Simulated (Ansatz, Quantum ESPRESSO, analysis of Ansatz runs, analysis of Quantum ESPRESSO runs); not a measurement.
# Substitutional N in diamond: charge-transition level against experiment (Quantum ESPRESSO), part 4 of 4

Subject: substitutional N in diamond. Wanted: its charge-transition level, in one set-up (PBE, PseudoDojo 0.4.1 SR PBE standard, 32-site cell, PBE lattice, k: the single point 1/4 1/4 1/4 then 2x2x2 shifted, started with the impurity moved along one bond, start relaxed with Ansatz). The model is a cell of 32 host atoms with 1 C taken out and 1 N put in. The level is the Fermi energy at which two charge states have equal formation energy, after a correction for the images of the charge. Other potentials or another program check that the number doesn't hang on one set of files.

Quantum ESPRESSO 7.5; PBE, PseudoDojo 0.4.1 SR PBE standard, 32-site cell, PBE lattice, k: the single point 1/4 1/4 1/4 then 2x2x2 shifted, started with the impurity moved along one bond, start relaxed with Ansatz.

So far: The starting structure; Relaxation, charge +1; Single point, charge +1; Relaxation, charge 0.

### Step 5. Single point, charge 0

This step: Quantum ESPRESSO plane-wave DFT, PBE, PseudoDojo 0.4.1 SR PBE standard potentials; single point of a defect supercell.

pw.in reads:

```
&CONTROL
  calculation = 'scf'
  prefix = 'pwscf'
  outdir = './tmp'
  pseudo_dir = './pseudo'
  tprnfor = .true.
  disk_io = 'low'
/
&SYSTEM
  ibrav = 0
  nat = 32
  ntyp = 2
  ecutwfc = 84
  nbnd = 69
  occupations = 'smearing'
  smearing = 'fd'
  degauss = 0.00073499
  nspin = 2
  starting_magnetization(1) = 0.125
  starting_magnetization(2) = 0.1
  tot_magnetization = 1
  nosym = .true.
/
&ELECTRONS
  conv_thr = 3d-08
  electron_maxstep = 100
  mixing_beta = 0.3
/
ATOMIC_SPECIES
C     12.0110 C.upf
N     14.0070 N.upf
CELL_PARAMETERS angstrom
  -3.5717645206    3.5717645206    3.5717645206
   3.5717645206   -3.5717645206    3.5717645206
   3.5717645206    3.5717645206   -3.5717645206
ATOMIC_POSITIONS crystal
C     -0.0006568612   -0.0003297187    0.4998938623
C     -0.0054633132    0.2473717490    0.2465819288
[... 4 atom lines left out ...]
C      0.2500858843    0.4981566900    0.7466435431
C      0.2500853418    0.7474340023    0.4973668994
[... 1 atom line left out ...]
C      0.4978295907    0.2504132933    0.7466437269
N      0.4616351485    0.4619627722    0.4611729264
C      0.4978291544    0.7474334267    0.2496230629
[... 1 atom line left out ...]
C      0.7471068855    0.2504128698    0.4973669705
C      0.7471061360    0.4981561890    0.2496230758
C      0.7532493586    0.7535763967    0.0026056661
[... 6 atom lines left out ...]
C      0.2437469259    0.4913475013    0.4905568470
[... 2 atom lines left out ...]
C      0.4910201864    0.2440743474    0.4905568917
C      0.4910192634    0.4913465523    0.2432841153
[... 4 atom lines left out ...]
C      0.7893917461    0.7897188767    0.7889291779
K_POINTS automatic
2 2 2 1 1 1
```

pp_potential.in reads:

```
&INPUTPP
  prefix = 'pwscf'
  outdir = './tmp'
  filplot = 'potential.dat'
  plot_num = 11
/
&PLOT
  nfile = 1
  filepp(1) = 'potential.dat'
  iflag = 3
  output_format = 6
  fileout = 'potential.cube'
/
```

Run with:

```sh
$ OMP_NUM_THREADS=1 mpirun -n 4 pw.x -nk 2 -in pw.in > pw.out
$ OMP_NUM_THREADS=1 mpirun -n 4 pp.x -in pp_potential.in > pp_potential.out
```

Log:

```text
[banner, memory and clock lines left out]
          URL

     bravais-lattice index     =            0
     lattice parameter (alat)  =      11.6907  a.u.
     unit-cell volume          =    1229.9998 (a.u.)^3
     number of atoms/cell      =           32
     number of atomic types    =            2
     number of electrons       =       129.00 (up:  65.00, down:  64.00)
     number of Kohn-Sham states=           69
     kinetic-energy cutoff     =      84.0000  Ry
     charge density cutoff     =     336.0000  Ry
     scf convergence threshold =      3.0E-08
     mixing beta               =       0.3000
     number of iterations used =            8  plain     mixing
     Exchange-correlation= PBE
                           (   1   4   3   4   0   0   0)

     celldm(1)=  11.690748  celldm(2)=   0.000000  celldm(3)=   0.000000
     celldm(4)=   0.000000  celldm(5)=   0.000000  celldm(6)=   0.000000

     crystal axes: (cart. coord. in units of alat)
               a(1) = (  -0.577350   0.577350   0.577350 )
               a(2) = (   0.577350  -0.577350   0.577350 )
               a(3) = (   0.577350   0.577350  -0.577350 )

     reciprocal axes: (cart. coord. in units 2 pi/alat)
               b(1) = ( -0.000000  0.866025  0.866025 )
               b(2) = (  0.866025 -0.000000  0.866025 )
               b(3) = (  0.866025  0.866025  0.000000 )

     PseudoPot. # 1 for C  read from file:
     C.upf
     Pseudo is Norm-conserving + core correction, Zval =  4.0
     Generated using ONCVPSP code by D. R. Hamann
     Using radial grid of 1248 points,  4 beta functions with:
                l(1) =   0
                l(2) =   0
                l(3) =   1
                l(4) =   1

     PseudoPot. # 2 for N  read from file:
     N.upf
     Pseudo is Norm-conserving + core correction, Zval =  5.0
     Generated using ONCVPSP code by D. R. Hamann
     Using radial grid of 1058 points,  4 beta functions with:
                l(1) =   0
                l(2) =   0
                l(3) =   1
                l(4) =   1

     atomic species   valence    mass     pseudopotential
     C                 4.00    12.01100     C ( 1.00)
     N                 5.00    14.00700     N ( 1.00)

     Starting magnetic structure
     atomic species   magnetization
     C               0.125
     N               0.100

     No symmetry found

   Cartesian axes

     site n.     atom                  positions (alat units)
         1        C      tau(   1) = (   0.2888027   0.2884250  -0.2891835  )
         2        C      tau(   2) = (   0.2883385  -0.0036102  -0.0026982  )
         3        C      tau(   3) = (   0.2888026  -0.2900958   0.2893365  )
         4        C      tau(   4) = (   0.8679278   0.0013153   0.0022267  )
         5        C      tau(   5) = (  -0.0032324   0.2879607  -0.0026981  )
         6        C      tau(   6) = (  -0.0032324  -0.0036104   0.2888721  )
         7        C      tau(   7) = (   0.5742986   0.2878511   0.0009232  )
         8        C      tau(   8) = (   0.5742993   0.0000105   0.2887631  )
         9        C      tau(   9) = (  -0.2897179   0.2884250   0.2893366  )
        10        C      tau(  10) = (   0.2882291   0.5739208   0.0009233  )
        11        N      tau(  11) = (   0.2664475   0.2660692   0.2669812  )
[...]
28        C      tau(  28) = (   0.1423264  -0.1446789   0.7219687  )
        29        C      tau(  29) = (  -0.1443011   0.7210570   0.1428607  )
        30        C      tau(  30) = (  -0.1454250   0.4310508   0.4319623  )
        31        C      tau(  31) = (  -0.1443011   0.1419486   0.7219685  )
        32        C      tau(  32) = (   0.4556773   0.4552996   0.4562115  )

     number of k points=     4  Fermi-Dirac smearing, width (Ry)=  0.0007
                       cart. coord. in units 2pi/alat
        k(    1) = (   0.4330127   0.4330127   0.4330127), wk =   0.2500000
        k(    2) = (   0.0000000   0.0000000   0.4330127), wk =   0.2500000
        k(    3) = (   0.0000000   0.4330127   0.0000000), wk =   0.2500000
        k(    4) = (  -0.4330127   0.0000000   0.0000000), wk =   0.2500000

     Dense  grid:   128207 G-vectors     FFT dimensions: (  72,  72,  72)

     Generating pointlists ...
     new r_m :   0.0986 (alat units)  1.1530 (a.u.) for type    1
     new r_m :   0.0986 (alat units)  1.1530 (a.u.) for type    2

     Initial potential from superposition of free atoms

     starting charge     128.9986, renormalised to     129.0000
     Starting wfcs are  128 randomized atomic wfcs

     Self-consistent Calculation

     iteration #  1     ecut=    84.00 Ry     beta= 0.30
     Davidson diagonalization with overlap
     ethr =  1.00E-02,  avg # of iterations =  2.2

     total energy              =    -393.69363361 Ry
     estimated scf accuracy    <       1.86415640 Ry

     total magnetization       =     1.00 Bohr mag/cell
     absolute magnetization    =     1.07 Bohr mag/cell

     iteration #  2     ecut=    84.00 Ry     beta= 0.30
     Davidson diagonalization with overlap
     ethr =  1.45E-03,  avg # of iterations =  1.5

     total energy              =    -393.54118150 Ry
     estimated scf accuracy    <       0.78524918 Ry

[...]
ethr =  2.16E-09,  avg # of iterations =  4.9

     total energy              =    -393.63156323 Ry
     estimated scf accuracy    <       0.00000168 Ry

     total magnetization       =     1.00 Bohr mag/cell
     absolute magnetization    =     1.11 Bohr mag/cell

     iteration # 11     ecut=    84.00 Ry     beta= 0.30
     Davidson diagonalization with overlap
     ethr =  1.31E-09,  avg # of iterations =  3.4

     total energy              =    -393.63156374 Ry
     estimated scf accuracy    <       0.00000027 Ry

     total magnetization       =     1.00 Bohr mag/cell
     absolute magnetization    =     1.11 Bohr mag/cell

     iteration # 12     ecut=    84.00 Ry     beta= 0.30
     Davidson diagonalization with overlap
     ethr =  2.13E-10,  avg # of iterations =  5.0

     total energy              =    -393.63156390 Ry
     estimated scf accuracy    <       0.00000011 Ry

     total magnetization       =     1.00 Bohr mag/cell
     absolute magnetization    =     1.11 Bohr mag/cell

     iteration # 13     ecut=    84.00 Ry     beta= 0.30
     Davidson diagonalization with overlap
     ethr =  8.78E-11,  avg # of iterations =  2.9

     Magnetic moment per site  (integrated on atomic sphere of radius R)
     atom   1 (R=0.099)  charge=  1.8272  magn=  0.0066
     atom   2 (R=0.099)  charge=  1.8340  magn=  0.0023
     atom   3 (R=0.099)  charge=  1.8275  magn=  0.0066
     atom   4 (R=0.099)  charge=  1.8402  magn= -0.0094
     atom   5 (R=0.099)  charge=  1.8339  magn=  0.0023
     atom   6 (R=0.099)  charge=  1.8341  magn=  0.0023
     atom   7 (R=0.099)  charge=  1.8103  magn=  0.0011
     atom   8 (R=0.099)  charge=  1.8103  magn=  0.0011
     atom   9 (R=0.099)  charge=  1.8274  magn=  0.0066
     atom  10 (R=0.099)  charge=  1.8105  magn=  0.0011
[...]
atom  28 (R=0.099)  charge=  1.8090  magn=  0.0047
     atom  29 (R=0.099)  charge=  1.8090  magn=  0.0047
     atom  30 (R=0.099)  charge=  1.8320  magn=  0.0048
     atom  31 (R=0.099)  charge=  1.8089  magn=  0.0047
     atom  32 (R=0.099)  charge=  1.8505  magn=  0.2830

     End of self-consistent calculation

 ------ SPIN UP ------------

          k = 0.4330 0.4330 0.4330 ( 16052 PWs)   bands (ev):

    -7.7211  -6.5139  -6.5139  -6.4727  -4.1192  -2.5563  -2.5563  -2.3160
    -2.2924  -2.2924  -2.2003  -2.2003  -2.1102  -2.0882  -2.0881  -1.8120
     1.4831   1.9932   1.9932   2.3105   2.3679   2.3679   2.4614   2.4838
     2.4838   2.5434   2.5434   2.9139   5.5560   5.5560   5.9207   6.2633
     6.3336   6.3336   6.4822   6.4822   6.4937   6.5042   6.6437   6.6699
     6.6699   6.7273   6.7273   7.0819   7.8521   7.8521   8.2197   8.2197
     8.2954   8.3247   8.3247   8.3822   8.4671   8.4671   8.4991   8.7637
    11.0331  11.0331  11.3997  11.3997  11.5106  11.5106  11.5584  11.9783
    15.6503  18.4855  19.0724  19.0726  19.2930

          k = 0.0000 0.0000 0.4330 ( 15968 PWs)   bands (ev):

    -8.0962  -6.5034  -5.4757  -5.4087  -5.3123  -4.0554  -3.3901  -3.3513
    -3.3221  -3.0705  -1.8321  -1.3635  -1.2851  -1.2327   0.2148   0.5435
[...]
15.6999  17.5354  18.6217  19.3253  19.5855

          k = 0.0000 0.4330 0.0000 ( 15968 PWs)   bands (ev):

[...]
15.6999  17.5355  18.6217  19.3253  19.5852

          k =-0.4330 0.0000 0.0000 ( 15968 PWs)   bands (ev):

[...]
15.6999  17.5355  18.6217  19.3253  19.5849

 ------ SPIN DOWN ----------

          k = 0.4330 0.4330 0.4330 ( 16052 PWs)   bands (ev):

[...]
16.8608  18.5685  19.0959  19.0964  19.3082

          k = 0.0000 0.0000 0.4330 ( 15968 PWs)   bands (ev):

[...]
16.7345  17.7206  18.7303  19.3934  19.6125

          k = 0.0000 0.4330 0.0000 ( 15968 PWs)   bands (ev):

[...]
16.7345  17.7207  18.7303  19.3934  19.6120

          k =-0.4330 0.0000 0.0000 ( 15968 PWs)   bands (ev):

[...]
2.8811   3.0205   4.1495   4.2161   4.3523   4.4373   4.6675   5.6136
     5.6610   5.9520   6.0253   6.3282   6.4813   6.7511   6.8993   7.2387
     7.3575   7.5216   7.5912   7.6096   7.6928   7.7839   7.7899   7.8897
     8.1590   8.4765   8.6057   8.6339   8.9742   9.8875  10.0136  10.2019
    10.2658  10.3393  10.4128  10.5291  10.8442  11.4359  11.6077  12.2017
    16.7345  17.7207  18.7303  19.3934  19.6121

     the spin up/dw Fermi energies are    16.2239   12.7353 ev

!    total energy              =    -393.63156394 Ry
     estimated scf accuracy    <          9.4E-09 Ry
     smearing contrib. (-TS)   =       0.00000000 Ry
     internal energy E=F+TS    =    -393.63156394 Ry

     The total energy is F=E-TS. E is the sum of the following terms:
     one-electron contribution =     127.63296662 Ry
     hartree contribution      =      33.67256305 Ry
     xc contribution           =    -140.64736526 Ry
     ewald contribution        =    -414.28972836 Ry

     total magnetization       =     1.00 Bohr mag/cell
     absolute magnetization    =     1.11 Bohr mag/cell

     convergence has been achieved in  13 iterations

     Forces acting on atoms (cartesian axes, Ry/au):

     atom    1 type  1   force =    -0.00018718   -0.00018785   -0.00169570
     atom    2 type  1   force =     0.00024198   -0.00137840   -0.00137899
     atom    3 type  1   force =    -0.00018661   -0.00169203   -0.00018600
     atom    4 type  1   force =    -0.00247667   -0.00049186   -0.00048941
     atom    5 type  1   force =    -0.00137796    0.00024305   -0.00137937
     atom    6 type  1   force =    -0.00137729   -0.00137700    0.00024305
     atom    7 type  1   force =     0.00002743    0.00086411   -0.00032474
     atom    8 type  1   force =     0.00002279   -0.00032083    0.00086335
     atom    9 type  1   force =    -0.00169228   -0.00018831   -0.00018702
     atom   10 type  1   force =     0.00086216    0.00002710   -0.00032573
[...]
atom   28 type  1   force =     0.00021212   -0.00064817    0.00000516
     atom   29 type  1   force =    -0.00064901    0.00000461    0.00020913
     atom   30 type  1   force =     0.00209175    0.00037881    0.00038077
     atom   31 type  1   force =    -0.00064870    0.00021193    0.00000667
     atom   32 type  1   force =    -0.00614391   -0.00613948   -0.00614811

     Total force =     0.018902     Total SCF correction =     0.000146
```

Run time: 78 s. Hardware: 4 MPI ranks of Arm Neoverse V2, shared host; peak memory 0.79 GiB.

Numbers from this step:

```yaml
total_moment: 1.000 μB
integral_of_the_absolute_spin_density: 1.110 μB
```

### Step 6. Charge-transition levels

Analysis of the runs above: levels from Quantum ESPRESSO plane-wave DFT, PBE, PseudoDojo 0.4.1 SR PBE standard potentials energies with an image-charge correction aligned at atomic sites (own code after Kumagai and Oba).

It gives:

```yaml
gap: 4.180 eV
```

### Step 7. Summary of results

```json
{
  "static dielectric constant used": "5.9",
  "band gap of the host": "4.18 eV",
  "(plus 1/0) level below the conduction-band bottom": "1.39 eV"
}
```

What this shows: (+1/0) level below the conduction-band bottom: computed 1.39 eV, measured 1.7 eV; 0.31 eV shallower than the measurement. The level is counted in a gap of 4.18 eV, and the correction is screened by a dielectric constant of 5.9 from a linear-response run on the host (PBEsol). Levels hang on the band edges, which semilocal functionals place too close together. Limits: the periodic copies of the defect are only 6.2 Å apart.

[Logs are printed without paths, hosts, clocks, repeated set-up lines and the standing remarks that a program may print on its own settings, such as how far it seeks lower states.]

[Hosts, paths, dates, database ids (printed as entryN), source tags and the programs' standing remarks are cut or masked in the printed files.]

[For some hosts the program warned that the k-mesh of the response run may be too coarse for force constants and the static dielectric constant; such warnings are not shown here.]
